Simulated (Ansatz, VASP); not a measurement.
# MgS: VASP beside Ansatz

File INCAR:

```
ALGO = Normal ; EDIFF = 1E-6
ENCUT = 520 ; GGA = PS
ISIF = 2 ; ISMEAR = 0
LASPH = True ; LCHARG = False
LREAL = False ; LWAVE = False
NBANDS = 16 ; NELM = 60
PREC = Accurate ; SIGMA = 0.05
```

Contents of KPOINTS:

```
k-points
0
Gamma
  6 6 4
```

The input POSCAR:

```
MgS
1.0
    4.0346224068      0.0000000000      0.0000000000
   -2.0173112034      3.4940854990      0.0000000000
    0.0000000000      0.0000000000      6.4322941800
Mg S
2 2
Direct
    0.6666666667      0.3333333333      0.5268479553
    0.3333333333      0.6666666667      1.0268479553
    0.3333333333      0.6666666667      0.3792441500
    0.6666666667      0.3333333333      0.8792441500
```

Input for Ansatz:

```yaml
crystal:
  lattice:
    - [4.0346224068, 0.0, 0.0]
    - [-2.0173112034, 3.494085499, 0.0]
    - [0.0, 0.0, 6.43229418]
  atoms:
    - { symbol: Mg, position: [0.6666666667, 0.3333333333, 0.5268479553] }
    - { symbol: Mg, position: [0.3333333333, 0.6666666667, 1.0268479553] }
    - { symbol: S, position: [0.3333333333, 0.6666666667, 0.37924415] }
    - { symbol: S, position: [0.6666666667, 0.3333333333, 0.87924415] }
basis:
  ecutwfc: 420
kpoints:
  mp_grid: { grid: [6, 6, 4] }
hamiltonian:
  xc: pbesol
scf:
  occupations: { method: gaussian, width: 0.05 }
output:
  forces: true
  stress: true
  eigenvalues: true
```

Change from the starting cell: all Mg atoms moved +0.200 Å, as atom 1 along Cartesian [0 0 1].

Alike in both runs: task single point; functional PBEsol; k mesh 6 × 6 × 4; occupations gaussian, width 0.05 eV; no spin polarisation.

|  | VASP | Ansatz |
| --- | --- | --- |
| version | VASP 6.6.1 | Ansatz 0.2.0 |
| potentials or method | VASP PAW PBE potentials, release 64 (Mg, S) | scalar-relativistic, plane waves, PAW |
| plane-wave cutoff (eV) | 520 | 420 |
| valence electrons in the cell | 16 | 32 |

```csv
,VASP,Ansatz,Ansatz less VASP
gap on the k mesh at the Fermi level (eV),3.29,3.28,-0.003
least direct gap on the mesh (eV),3.29,3.28,-0.003
pressure (GPa),0.8,0.9,+0.07
largest component of the traceless stress (GPa),6.71,6.67,-0.047
rms of the force components (eV/Å),0.841,0.836,-0.0046
```

Atom by atom the forces differ by 0.005 eV/Å (rms over components). The two sets of potentials don't hold the same shells in valence.

Caveats: the PAW data sets were made with another functional, which shifts forces and pressure a little (VASP).
